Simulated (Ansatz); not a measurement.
**Ge: start and end of a relaxation**

The guess for Ge was made by a generator: 4-connected net of one element (I4_1/amd, No. 141). The dimensions are guesses.

start.xyz

```xyz
10
Lattice="-3.6844 3.6844 3.3977 3.6844 -3.6844 3.3977 3.6844 3.6844 -3.3977" Properties=species:S:1:pos:R:3 pbc="T T T"
Ge    0.0000    0.0000    3.3977
Ge    3.6844    0.0000    1.6989
Ge    1.6710    0.0000    0.2393
Ge    5.6978    0.0000    0.2393
Ge    3.6844    2.0134    3.1584
Ge    3.6844   -2.0134    3.1584
Ge    2.0134    0.0000    4.8573
Ge    1.6710    3.6844    1.4596
Ge    0.0000    2.0134    1.9381
Ge    3.6844    1.6710   -1.4596
```

All numbers below come from DFT PBE, scalar-relativistic, plane waves, PAW (Ansatz 0.2.0). Cutoff 420 eV, Gaussian smearing, Γ-centred meshes. Cell and atoms relax first on a coarse mesh and then on a finer one. In between, the cell is made exact in the group found at 0.06 Å. In metals the finer mesh still leaves noise of several meV/atom or more. The steps can't lower the symmetry of their start. No spin polarisation.

end.xyz

```xyz
10
Lattice="-4.0977 4.0977 3.3035 4.0977 -4.0977 3.3035 4.0977 4.0977 -3.3035" Properties=species:S:1:pos:R:3 pbc="T T T"
Ge    0.0000    0.0000    3.3035
Ge    4.0977    0.0000    1.6518
Ge    1.7487    0.0000    0.4824
Ge    6.4467    0.0000    0.4824
Ge    4.0977    2.3490    2.8212
Ge    4.0977   -2.3490    2.8212
Ge    2.3490    0.0000    4.4729
Ge    1.7487    4.0977    1.1694
Ge    0.0000    2.3490    2.1341
Ge    4.0977    1.7487   -1.1694
```

The symmetry stays I4_1/amd (No. 141). The volume per atom grows by 20.3 %, from 18.4 to 22.2 Å³. The shortest distance goes from 2.20 Å (Ge–Ge) to 2.62 Å (Ge–Ge). The ratio c/a of the conventional cell changes by a factor of 0.87. The energy falls by about 0.39 eV/atom (the start's value is from the coarse mesh).

```json
{
  "Volume per atom": "22.19 Å³",
  "Density": "5.44 g/cm³",
  "Energy over the standard state": "+0.36 eV/atom",
  "Gap on the 8×8×8 mesh of the 10-atom cell": "0 eV (a metal)"
}
```

Energies count from the standard state of Ge at the same level. It lies above the standard state, so it could only be metastable.

The last run used Gaussian smearing of 0.10 eV. Symmetry constrained the relaxation, so the result can be a saddle point. In all, the 3 runs took 8.2 min on 1 thread of Arm Neoverse V1, on a shared host. Another cell of Ge relaxed alike, in P6_3/mmc, lies 0.36 eV/atom lower, so this cell isn't the stable form at this level.
